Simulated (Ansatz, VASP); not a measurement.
**One calculation of PbS (Galena), two programs**

The input INCAR:

```
PREC     = Accurate       # precision mode
ENCUT    = 520            # plane-wave cutoff, eV
EDIFF    = 1E-7           # SCF threshold, eV
ISMEAR   = -1             # smearing method
SIGMA    = 0.05           # smearing width, eV
LREAL    = F              # projectors in reciprocal space
LASPH    = T              # aspherical terms in the spheres
NELM     = 80             # most SCF steps
ALGO     = Normal         # electronic algorithm
ISIF     = 2              # what is computed and relaxed
LWAVE    = F              # write WAVECAR
LCHARG   = F              # write CHGCAR
GGA      = PS             # functional
NBANDS   = 17             # bands
```

KPOINTS

```
regular mesh
0
Gamma
  8 8 8
```

The input POSCAR:

```
PbS
1.0
    0.0000000000      2.9657500000      2.9657500000
    2.9657500000      0.0000000000      2.9657500000
    2.9657500000      2.9657500000      0.0000000000
Pb S
1 1
Direct
    0.0000000000      0.0000000000      0.0000000000
    0.5000000000      0.5000000000      0.5000000000
```

Contents of input.yaml:

```yaml
crystal:
  lattice:
    - [0.0, 2.96575, 2.96575]
    - [2.96575, 0.0, 2.96575]
    - [2.96575, 2.96575, 0.0]
  atoms:
    - { symbol: Pb, position: [0.0, 0.0, 0.0] }
    - { symbol: S, position: [0.5, 0.5, 0.5] }
hamiltonian:
  xc: pbesol
  pseudopotentials: { kind: paw }
kpoints:
  mp_grid: { grid: [8, 8, 8] }
scf:
  occupations: { method: fermi_dirac, width: 0.05 }
output:
  forces: true
  stress: true
  eigenvalues: true
```

Alike in both runs: task single point; functional PBEsol; k mesh 8 × 8 × 8; occupations fermi-dirac, width 0.05 eV; no spin polarisation.

|  | VASP | Ansatz |
| --- | --- | --- |
| version | VASP 6.6.1 | Ansatz 0.2.0 |
| potentials or method | VASP PAW PBE potentials, release 64 (Pb_d, S) | Ansatz PAW |
| plane-wave cutoff (eV) | 520 | 420 |
| valence electrons in the cell | 20 | 20 |

|  | VASP | Ansatz | Ansatz less VASP |
| --- | --- | --- | --- |
| gap on the k mesh at the Fermi level (eV) | 0.26 | 0.25 | -0.006 |
| least direct gap on the mesh (eV) | 0.26 | 0.25 | -0.006 |
| pressure (GPa) | -0.9 | -0.9 | +0.04 |

Caveats: spin-orbit coupling is left out, which as a rule narrows the gap of such compounds by several tenths of an eV; the PAW data sets were made with another functional, which shifts forces and pressure a little (VASP); the PAW data sets come from PBE, with cores solved anew for the run's functional, which leaves a small shift of forces and pressure (Ansatz). A k mesh can miss the band edges.
